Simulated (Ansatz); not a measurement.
# Property card for HfB

Level of theory: Ansatz 0.2.0, DFT PBEsol, scalar-relativistic, plane waves, PAW.

Settings: cutoff 420 eV, Γ-centred mesh 16×16×16 on the computed 2-atom cell, Gaussian smearing of 0.10 eV; no spin polarisation.

The structure is relaxed at this level of theory with its symmetry kept. Whether it is the stable form of this composition wasn't checked.

```cif
data_structure
_symmetry_space_group_name_H-M 'P 1'
_symmetry_Int_Tables_number 1
_cell_length_a 3.3856
_cell_length_b 3.3856
_cell_length_c 3.3856
_cell_angle_alpha 60.000
_cell_angle_beta 60.000
_cell_angle_gamma 60.000
_cell_volume 27.44
loop_
_atom_site_label
_atom_site_type_symbol
_atom_site_fract_x
_atom_site_fract_y
_atom_site_fract_z
_atom_site_occupancy
Hf1 Hf 0.50000 0.50000 0.50000 1
B1 B 0.00000 0.00000 0.00000 1
```

| Item | Value |
| --- | --- |
| Space group | Fm-3m (No. 225) |
| Volume per atom | 92.6 bohr³ |
| Formation energy from the elements' standard states (uncorrected) | -0.436 eV/atom |
| Kohn–Sham band gap | none (metal) |
| Density of states at the Fermi level | 1.06 states/eV per cell |
| Löwdin character within 0.5 eV of the Fermi level | Hf 5d 52 %, B 2p 45 % |
| Bulk modulus | 180 GPa |
| Its pressure derivative | 3.8 |
| Bader charges (e) | Hf (1 in the cell) 1.53, B (1 in the cell) -1.53 |

Spin-orbit coupling is left out, which matters for the bands of heavy elements.